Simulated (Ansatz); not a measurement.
InPd, 2 atoms in the cell. The structure is cubic, space group Pm-3m (No. 221). Conventional cell: a = 3.272 Å, b = 3.272 Å, c = 3.272 Å, α = 90.00°, β = 90.00°, γ = 90.00°. In (site symmetry m-3m) is surrounded by 8 Pd at 2.83 Å. Pd (site symmetry m-3m) has 8 In at 2.83 Å as nearest neighbours. The cell comes from a database or a generator and needn't be the stable form of this composition.

| Item | Value |
| --- | --- |
| Program | Ansatz 0.2.0 |
| Task | band structure |
| Functional | PBE |
| Potentials or basis | all-electron LAPW, scalar-relativistic |
| Cutoff | 250 eV (chosen from the basis error) |
| Basis error allowed | 0.001 eV/atom |
| k mesh | 8 × 8 × 8 |
| Occupations | fermi-dirac, width 0.05 eV |
| Spin | no spin polarisation |

Potentials or basis: all-electron LAPW, scalar-relativistic.

Command:

```sh
$ ansatz run input.yaml --threads 1 --pin off --max-ram 3072MiB --backend cpu --events-out ev --progress --plain --runs-dir out
```

Hardware: 1 thread of Arm Neoverse N1, with other jobs on the host.

Task: How long does it take, and how much memory?

Result: Wall time 30 s on 1 thread of Arm Neoverse N1, with other jobs on the host, peak memory 0.33 GiB. Counts: scf iterations 9, plane waves 305, k points 35, bands 30.
